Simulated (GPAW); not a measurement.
# Sm (P6_3/mmc) in GPAW: settings compared

The runs below take Sm through band structure, with M06-L, r2SCAN.

All numbers are computed with GPAW 26.7.0; they aren't measurements. Logs are shortened: lines on timing, memory, paths and dates and some standing lists are left out, and cuts for length are marked. The log counts tension as positive stress, the text compression.

### Step 1. The structure

Symmetry: P6_3/mmc, No. 194, hexagonal system. Conventional cell: a = 3.644 Å, b = 3.644 Å, c = 5.876 Å, α = 90.00°, β = 90.00°, γ = 120.00°. Sm (site symmetry -6m2) has 12 Sm at 3.61 to 3.64 Å as nearest neighbours.

This isn't the form of Sm at room conditions, which is rhombohedral.

### Step 2. Band structure, M06-L, collinear spin, ferromagnetic start, spin-orbit coupling

The input, run.py:

```python
import numpy as np
from ase.dft.bandgap import bandgap
from ase.io import read, write
from ase.units import GPa
from gpaw import GPAW, PW
from gpaw.spinorbit import soc_eigenstates

atoms = read('Sm.cif')
atoms.set_initial_magnetic_moments([5.0, 5.0])

calc = GPAW(mode=PW(800),
            xc='M06-L',
            kpts={'size': (5, 5, 3), 'gamma': True},
            occupations={'name': 'fermi-dirac', 'width': 0.05},
            nbands=34,
            convergence={'density': 1e-05, 'energy': 1e-05},
            maxiter=150,
            txt='gpaw.txt')
atoms.calc = calc
energy = atoms.get_potential_energy()
forces = atoms.get_forces()
stress = atoms.get_stress()
calc.write('gs.gpw')
write('result.traj', atoms)
print(f'Energy: {energy:.6f} eV')
print('Forces (eV/A):')
print(forces.round(4))
print('Stress (GPa):', (stress / GPa).round(3))
print('Moments:', calc.get_magnetic_moments().round(3))
print('Fermi level:', round(calc.get_fermi_level(), 4), 'eV')
print(f'Gap: {bandgap(calc)[0]:.4f} eV, direct: {bandgap(calc, direct=True)[0]:.4f} eV')

path = atoms.cell.bandpath('GMKGALHA,LM,KH', npoints=80, eps=1e-4)
bs_calc = calc.fixed_density(kpts=path, symmetry='off', nbands=50,
                             convergence={'bands': 'CBM+6.0', 'eigenstates': 1e-6}, txt='bands.txt')
bs = bs_calc.band_structure()
bs.write('bs.json')
print(f'Gap on the path: {bandgap(bs_calc)[0]:.4f} eV')

soc = soc_eigenstates(bs_calc, theta=0, phi=0, ignore_xc_potential=True)
np.savetxt('soc_bands.dat', soc.eigenvalues(), fmt='%.4f')
mesh = soc_eigenstates('gs.gpw', theta=0, phi=0, ignore_xc_potential=True)
np.savetxt('soc_mesh.dat', mesh.eigenvalues(), fmt='%.4f')
print('Fermi level with spin-orbit coupling:', round(mesh.fermi_level, 4), 'eV')
```

The input, Sm.cif:

```cif
data_Sm
_cell_length_a 3.64400000
_cell_length_b 3.64400000
_cell_length_c 5.87600000
_cell_angle_alpha 90.00000000
_cell_angle_beta 90.00000000
_cell_angle_gamma 120.00000000
_space_group_name_H-M_alt 'P1'
_space_group_name_Hall 'P 1'
_space_group_IT_number 1
loop_
_space_group_symop_operation_xyz
'x,y,z'
loop_
_atom_site_label
_atom_site_type_symbol
_atom_site_symmetry_multiplicity
_atom_site_Wyckoff_symbol
_atom_site_fract_x
_atom_site_fract_y
_atom_site_fract_z
_atom_site_occupancy
Sm1 Sm 1 a 0.6666666667 0.3333333333 0.7500000000 1
Sm2 Sm 1 a 0.3333333333 0.6666666667 0.2500000000 1
```

Potentials or basis: GPAW PAW data sets (gpaw-data 1.2.1), pw.

Run with:

```console
$ OMP_NUM_THREADS=1 python run.py
```

gpaw.txt:

```text
__  _  _
 | _ |_)|_||  |
 |__||  | ||/\| - 26.7.0

Input parameters:
  mode=PW(ecut=800.0),
  convergence={'density': 1e-05, 'energy': 1e-05},
  kpts=MonkhorstPack(size=(5, 5, 3), gamma=True),
  maxiter=150,
  nbands=34,
  occupations=Occupations(name='fermi-dirac', width=0.05),
  xc=XC(name='M06-L')

Diagonalizing LCAO Hamiltonian
Converting LCAO to pw mode

           Sm

        Sm

Atoms  # Å, Bohr magnetons
|   | symbol |         x |        y |        z |    initial magnetic moments |
|---|--------|-----------|----------|----------|-----------------------------|
| 0 |     Sm |  1.822000 | 1.051932 | 4.407000 | ( 0.0000,  0.0000,  5.0000) |
| 1 |     Sm | -0.000000 | 2.103864 | 1.469000 | ( 0.0000,  0.0000,  5.0000) |

Unit cell  # Å
| periodic |         x |        y |        z |  lengths |     angles |
|----------|-----------|----------|----------|----------|------------|
|      yes |  3.644000 | 0.000000 | 0.000000 | 3.644000 |  90.000000 |
|      yes | -1.822000 | 3.155797 | 0.000000 | 3.644000 |  90.000000 |
|      yes |  0.000000 | 0.000000 | 5.876000 | 5.876000 | 120.000000 |

Number of symmetries: 12
Symmetry operations  # r_c * U_cc + t_c -> r_c
|    | kind |            matrix            |
|----|------|------------------------------|
|  0 |  σ   |  1, 1, 0,  0,-1, 0,  0, 0, 1 |
|  1 |  S6  |  1, 1, 0, -1, 0, 0,  0, 0,-1 |
|  2 |  E   |  1, 0, 0,  0, 1, 0,  0, 0, 1 |
|  3 |  C2  |  1, 0, 0, -1,-1, 0,  0, 0,-1 |
|  4 |  C2  |  0, 1, 0,  1, 0, 0,  0, 0,-1 |
|  5 |  C3  |  0, 1, 0, -1,-1, 0,  0, 0, 1 |
|  6 |  S6  |  0,-1, 0,  1, 1, 0,  0, 0,-1 |
|  7 |  σ   |  0,-1, 0, -1, 0, 0,  0, 0, 1 |
|  8 |  σ   | -1, 0, 0,  1, 1, 0,  0, 0, 1 |
|  9 |  i   | -1, 0, 0,  0,-1, 0,  0, 0,-1 |
| 10 |  C3  | -1,-1, 0,  1, 0, 0,  0, 0, 1 |
| 11 |  C2  | -1,-1, 0,  0, 1, 0,  0, 0,-1 |

BZ-sampling:
  Number of BZ points: 75
  Number of IBZ points: 12

  Monkhorst-Pack size: [5, 5, 3]
  Monkhorst-Pack shift: [0, 0, 0]

K-points  # in reciprocal-cell coordinates
|     |                                coordinates |     weight |
|-----|--------------------------------------------|------------|
|   0 | (  0.00000000,   0.00000000,   0.00000000) | 0.01333333 |
|   1 | (  0.00000000,   0.00000000,   0.33333333) | 0.02666667 |
|   2 | (  0.20000000,   0.00000000,  -0.33333333) | 0.08000000 |
|   3 | (  0.20000000,   0.00000000,   0.00000000) | 0.08000000 |
|   4 | (  0.20000000,   0.00000000,   0.33333333) | 0.08000000 |
|   5 | (  0.40000000,  -0.20000000,   0.00000000) | 0.08000000 |
|   6 | (  0.40000000,  -0.20000000,   0.33333333) | 0.16000000 |
|   7 | (  0.40000000,   0.00000000,  -0.33333333) | 0.08000000 |
[... 85 lines left out ...]
convergence criteria:
- Maximum integral of absolute [dens]ity change: 1e-05 electrons / valence electron
- Maximum [total energy] change in last 3 cyles: 1e-05 eV / valence electron
- Maximum integral of absolute [eigenst]ate change: 4e-08 eV^2 / valence electron
maximum number of iterations: 150

SCF iterations
|iter     | |      energy | eigst |  dens |  magmom |
|---------|-|-------------|-------|-------|---------|
|iter:   1| | -134.329340 | +4.30 |       | +10.0258|
|iter:   2| |-325561.560572 | +8.59 | -0.42 | +10.3125|
|iter:   3| |-7007.375738 | +5.85 | +0.09 | +10.1168|
|iter:   4| |-20227.608167 | +6.36 | +0.04 | +10.1232|
|iter:   5| | 1791.513243 | +3.41 | +0.14 | +10.1478|
|iter:   6| |  322.917561 | +3.89 | -0.05 | +10.0545|
|iter:   7| | -265.767343 | +3.88 | -0.39 | +10.1042|
|iter:   8| |  299.642285 | +3.29 | -0.32 | +10.0619|
|iter:   9| |-1074.056614 | +3.07 | -0.52 | +10.1796|
|iter:  10| |-1226.784507 | +4.60 | -0.28 | +10.1469|
|iter:  11| |  -41.037986 | +2.50 | -0.25 | +10.0610|
|iter:  12| |  -29.532487 | +1.05 | -0.63 | +10.1970|
|iter:  13| |  -29.030602 | -0.26 | -0.92 | +10.2859|
|iter:  14| |  -28.900053 | -1.39 | -1.04 | +10.4457|
|iter:  15| |  -28.819480 | -2.05 | -0.97 | +10.7078|
|iter:  16| |  -28.789457 | -1.96 | -1.10 | +11.1222|
|iter:  17| |  -28.990706 | -2.24 | -1.07 | +11.7309|
|iter:  18| |  -29.245129 | -1.79 | -1.32 | +12.5380|
|iter:  19| |  -29.336617 | -1.31 | -1.63 | +12.7489|
|iter:  20| |  -29.323299 | -2.84 | -1.75 | +12.7898|
|iter:  21| |  -29.356470 | -2.18 | -2.24 | +12.8097|
|iter:  22| |  -29.377127 | -2.41 | -2.49 | +12.8202|
|iter:  23| |  -29.377170 | -2.76 | -2.50 | +12.8110|
|iter:  24| |  -29.375667 | -3.05 | -2.81 | +12.8106|
|iter:  25| |  -29.375659 | -3.98 | -2.84 | +12.8060|
|iter:  26| |  -29.375626c| -4.46 | -3.21 | +12.8056|
|iter:  27| |  -29.375682c| -4.82 | -3.35 | +12.8034|
|iter:  28| |  -29.375692c| -4.87 | -3.87 | +12.8018|
|iter:  29| |  -29.375667c| -5.87 | -3.97 | +12.8019|
|iter:  30| |  -29.375679c| -6.10 | -3.98 | +12.8010|
|iter:  31| |  -29.375675c| -6.50 | -4.45 | +12.8006|
|iter:  32| |  -29.375674c| -6.89 | -4.62 | +12.8002|
|iter:  33| |  -29.375670c| -7.00 | -4.95 | +12.8000|
|iter:  34| |  -29.375672c| -7.11 | -4.76 | +12.7995|
|iter:  35| |  -29.375668c| -7.33 | -4.88 | +12.7993|
|iter:  36| |  -29.375668c| -7.34 | -5.13c| +12.7992|
|iter:  37| |  -29.375667c| -7.86c| -5.28c| +12.7992|

Converged in 37 steps
Energy contributions relative to reference atoms: (reference = -567475.539435)

Energy contributions:
  Kinetic:           1.698383
  Coulomb:           0.677293
  Zero:              2.375458
  External:          0.000000
  Xc:              -34.030719
  Entropy:          -0.192165
  Spinorbit:         0.000000
  ----------------------------
  Free energy:     -29.471750
  Extrapolated:    -29.375667

dipole moment: (0.000000, 0.000001, 0.000001)  # |e|*Ang

Total magnetic moment: (0.000000, 0.000000, 12.799232)

Local magnetic moments
|        x |        y |        z |
|----------|----------|----------|
| 0.000000 | 0.000000 | 5.640228 |  # Sm   0
| 0.000000 | 0.000000 | 5.640228 |  # Sm   1

Fermi level: 8.930
Eigenvalues  # (at kpt = [0.000, 0.000, 0.000])
| band index |      eig [eV] | occ [0-1] |      eig [eV] | occ [0-1] |
|------------|---------------|-----------|---------------|-----------|
|          0 |       -31.663 |     1.000 |       -28.683 |     1.000 |
|        ... |               |           |               |           |
|          8 |         4.572 |     1.000 |         5.748 |     1.000 |
|          9 |         6.957 |     1.000 |         8.025 |     1.000 |
|         10 |         8.517 |     1.000 |        11.465 |     0.000 |
|         11 |         8.566 |     0.999 |        11.894 |     0.000 |
|         12 |         8.623 |     0.998 |        11.894 |     0.000 |
|         13 |         8.718 |     0.986 |        11.928 |     0.000 |
[... 8 lines left out ...]
|         22 |         8.968 |     0.317 |        13.637 |     0.000 |
|         23 |         8.978 |     0.277 |        14.218 |     0.000 |
|        ... |               |           |               |           |
|         33 |        14.822 |     0.000 |        16.235 |     0.000 |

No gap
No difference between direct/indirect transitions

Forces  # eV/Ang
|       x |        y |        z |
|---------|----------|----------|
| 0.00000 |  0.00000 | -0.00000 |  # Sm   0
| 0.00000 | -0.00000 |  0.00000 |  # Sm   1

Stress tensor  # eV/Ang^3
|         x |         y |         z |
|-----------|-----------|-----------|
| -0.024316 |  0.000000 |  0.000000 |
|  0.000000 | -0.024316 |  0.000000 |
|  0.000000 |  0.000000 | -0.025199 |

# Writing to gs.gpw (mode='')
```

stdout:

```text
Energy: -29.375667 eV
Forces (eV/A):
[[ 0.  0. -0.]
 [ 0. -0.  0.]]
Stress (GPa): [-3.896 -3.896 -4.037  0.     0.     0.   ]
Moments: [5.64 5.64]
Fermi level: 8.9302 eV
Gap: 0.0000 eV, direct: 0.0000 eV
Gap on the path: 0.0000 eV
Fermi level with spin-orbit coupling: 8.9973 eV
```

bands.txt:

```text
Diagonalizing LCAO Hamiltonian
Converting LCAO to pw mode
convergence criteria:
- Maximum integral of absolute [eigenst]ate change: 1e-06 eV^2 / valence electron
maximum number of iterations: 150

SCF iterations
|iter     | |      energy | eigst |  dens |  magmom |
|---------|-|-------------|-------|-------|---------|
|iter:   1| |             | +0.96 |       | +12.7992|
[... 87 lines left out ...]
         [0.33333333, 0.33333333, 0.        ],
         [0.33333333, 0.33333333, 0.08333333],
         [0.33333333, 0.33333333, 0.16666667],
         [0.33333333, 0.33333333, 0.25      ],
         [0.33333333, 0.33333333, 0.33333333],
         [0.33333333, 0.33333333, 0.41666667],
         [0.33333333, 0.33333333, 0.5       ]])),
  maxiter=150,
  nbands=50,
  occupations=Occupations(name='fermi-dirac', width=0.05),
  symmetry=Symmetry(point_group=False, time_reversal=False),
  xc=XC(name='M06-L')
```

It took 18 min on 1 thread of Intel Xeon Platinum 8488C (Sapphire Rapids), shared host; peak memory 1.6 GiB.

Results:

```yaml
Free_energy: -29.4717 eV
Pressure: 3.9 GPa
Band_gap_along_the_path: none (metal or under the smearing width)
Net_moment: 12.80 μB per cell
Site_moments: Sm +5.64 μB
```

Levels at the corners of the path, in eV from the Fermi level:
```csv
point,band 30,band 31,band 32,band 33,band 34,band 35
Γ,-0.13,-0.08,-0.03,0.07,0.09,1.61
M,-0.18,-0.17,-0.09,-0.05,0.03,0.04
K,-0.17,-0.10,-0.05,0.04,0.05,0.07
Γ,-0.13,-0.08,-0.03,0.07,0.09,1.61
A,-0.05,-0.03,-0.03,0.09,0.09,1.18
L,-0.15,-0.05,-0.05,0.03,0.03,0.27
H,0.03,0.05,0.18,0.34,0.35,0.45
A,-0.05,-0.03,-0.03,0.09,0.09,1.18
L,-0.15,-0.05,-0.05,0.03,0.03,0.27
M,-0.18,-0.17,-0.09,-0.05,0.03,0.04
K,-0.17,-0.10,-0.05,0.04,0.05,0.07
H,0.03,0.05,0.18,0.34,0.35,0.45
```

Caveat: the k mesh is coarse (spacing up to 0.40 Å⁻¹), so the values aren't converged; one-centre terms of the f shell are cut off; the magnetic or orbital state may not be the lowest; spin-orbit coupling was added after a scalar SCF, so levels and gaps hold it while energy, forces, pressure and moments don't; this program's spin-orbit splittings come out too wide for heavy elements; the PAW data sets were made with another functional, which shifts forces and pressure a little.

### Step 3. Band structure, r2SCAN, collinear spin, ferromagnetic start, spin-orbit coupling

run.py, as its differences from that of step 2:

```diff
@@ -11,3 +11,3 @@
 calc = GPAW(mode=PW(800),
-            xc='M06-L',
+            xc='MGGA_X_R2SCAN+MGGA_C_R2SCAN',
             kpts={'size': (5, 5, 3), 'gamma': True},
@@ -32,3 +32,3 @@
 
-path = atoms.cell.bandpath('GMKGALHA,LM,KH', npoints=80, eps=1e-4)
+path = atoms.cell.bandpath('GMKGALHA,LM,KH', npoints=60, eps=1e-4)
 bs_calc = calc.fixed_density(kpts=path, symmetry='off', nbands=50,
@@ -39,5 +39,5 @@
 
-soc = soc_eigenstates(bs_calc, theta=0, phi=0, ignore_xc_potential=True)
+soc = soc_eigenstates(bs_calc, theta=90, phi=0, ignore_xc_potential=True)
 np.savetxt('soc_bands.dat', soc.eigenvalues(), fmt='%.4f')
-mesh = soc_eigenstates('gs.gpw', theta=0, phi=0, ignore_xc_potential=True)
+mesh = soc_eigenstates('gs.gpw', theta=90, phi=0, ignore_xc_potential=True)
 np.savetxt('soc_mesh.dat', mesh.eigenvalues(), fmt='%.4f')
```

Sm.cif is that of step 2.

Potentials or basis: GPAW PAW data sets (gpaw-data 1.2.1), pw.

Run with:

```console
$ OMP_NUM_THREADS=1 python run.py
```

gpaw.txt:

```text
__  _  _
 | _ |_)|_||  |
 |__||  | ||/\| - 26.7.0

Input parameters:
  mode=PW(ecut=800.0),
  convergence={'density': 1e-05, 'energy': 1e-05},
  kpts=MonkhorstPack(size=(5, 5, 3), gamma=True),
  maxiter=150,
  nbands=34,
  occupations=Occupations(name='fermi-dirac', width=0.05),
  xc=XC(name='MGGA_X_R2SCAN+MGGA_C_R2SCAN')

Diagonalizing LCAO Hamiltonian
Converting LCAO to pw mode

           Sm

        Sm

Atoms  # Å, Bohr magnetons
|   | symbol |         x |        y |        z |    initial magnetic moments |
|---|--------|-----------|----------|----------|-----------------------------|
| 0 |     Sm |  1.822000 | 1.051932 | 4.407000 | ( 0.0000,  0.0000,  5.0000) |
| 1 |     Sm | -0.000000 | 2.103864 | 1.469000 | ( 0.0000,  0.0000,  5.0000) |

Unit cell  # Å
| periodic |         x |        y |        z |  lengths |     angles |
|----------|-----------|----------|----------|----------|------------|
[... 216 lines left out ...]
| 0.000000 | 0.000000 | 5.846908 |  # Sm   0
| 0.000000 | 0.000000 | 5.846908 |  # Sm   1

Fermi level: 9.046
Eigenvalues  # (at kpt = [0.000, 0.000, 0.000])
| band index |      eig [eV] | occ [0-1] |      eig [eV] | occ [0-1] |
|------------|---------------|-----------|---------------|-----------|
|          0 |       -32.406 |     1.000 |       -28.996 |     1.000 |
|        ... |               |           |               |           |
|          8 |         3.587 |     1.000 |         6.474 |     1.000 |
|          9 |         6.272 |     1.000 |         8.779 |     0.995 |
|         10 |         8.544 |     1.000 |        12.377 |     0.000 |
|         11 |         8.620 |     1.000 |        12.377 |     0.000 |
|         12 |         8.675 |     0.999 |        12.404 |     0.000 |
|         13 |         8.734 |     0.998 |        12.457 |     0.000 |
[... 8 lines left out ...]
|         22 |         9.101 |     0.250 |        14.002 |     0.000 |
|         23 |         9.111 |     0.214 |        14.474 |     0.000 |
|        ... |               |           |               |           |
|         33 |        14.569 |     0.000 |        16.594 |     0.000 |

No gap
No difference between direct/indirect transitions

Forces  # eV/Ang
|        x |        y |        z |
|----------|----------|----------|
|  0.00000 |  0.00000 | -0.00034 |  # Sm   0
| -0.00000 | -0.00000 |  0.00034 |  # Sm   1

Stress tensor  # eV/Ang^3
|         x |         y |         z |
|-----------|-----------|-----------|
| -0.025330 |  0.000000 |  0.000000 |
|  0.000000 | -0.025330 |  0.000000 |
|  0.000000 |  0.000000 | -0.020643 |

# Writing to gs.gpw (mode='')
```

Run time: 11 min. Hardware: 1 thread of Intel Xeon 6975P-C (Granite Rapids), shared host; peak memory 1.5 GiB.

What came out:

| Quantity | Value |
| --- | --- |
| Free energy | -42.8849 eV |
| Pressure | 3.8 GPa |
| Band gap along the path | none (metal or under the smearing width) |
| Net moment | 14.57 μB per cell |
| Site moments | Sm +5.85 μB |

Stress tensor (GPa, compression positive):
```
4.06 0.00 0.00
0.00 4.06 0.00
0.00 0.00 3.31
```

Levels at the corners of the path, in eV from the Fermi level:
| point | band 30 | band 31 | band 32 | band 33 | band 34 | band 35 |
| --- | --- | --- | --- | --- | --- | --- |
| Γ | -0.09 | -0.08 | 0.00 | 0.02 | 0.03 | 0.99 |
| M | -0.12 | -0.05 | -0.03 | 0.02 | 0.07 | 0.18 |
| K | -0.15 | -0.07 | -0.06 | -0.02 | 0.05 | 0.23 |
| Γ | -0.09 | -0.08 | 0.00 | 0.02 | 0.03 | 0.99 |
| A | -0.09 | -0.03 | -0.03 | 0.04 | 0.04 | 0.77 |
| L | -0.23 | -0.14 | -0.14 | -0.06 | -0.06 | 0.12 |
| H | -0.15 | 0.04 | 0.04 | 0.12 | 0.12 | 0.48 |
| A | -0.09 | -0.03 | -0.03 | 0.04 | 0.04 | 0.77 |
| L | -0.23 | -0.14 | -0.14 | -0.06 | -0.06 | 0.12 |
| M | -0.12 | -0.05 | -0.03 | 0.02 | 0.07 | 0.18 |
| K | -0.15 | -0.07 | -0.06 | -0.02 | 0.05 | 0.23 |
| H | -0.15 | 0.04 | 0.04 | 0.12 | 0.12 | 0.48 |

Caveat: the k mesh is coarse (spacing up to 0.40 Å⁻¹), so the values aren't converged; one-centre terms of the f shell are cut off; the magnetic or orbital state may not be the lowest; spin-orbit coupling was added after a scalar SCF, so levels and gaps hold it while energy, forces, pressure and moments don't; this program's spin-orbit splittings come out too wide for heavy elements; the PAW data sets were made with another functional, which shifts forces and pressure a little. The state reached can hang on the start; a lower one may exist.
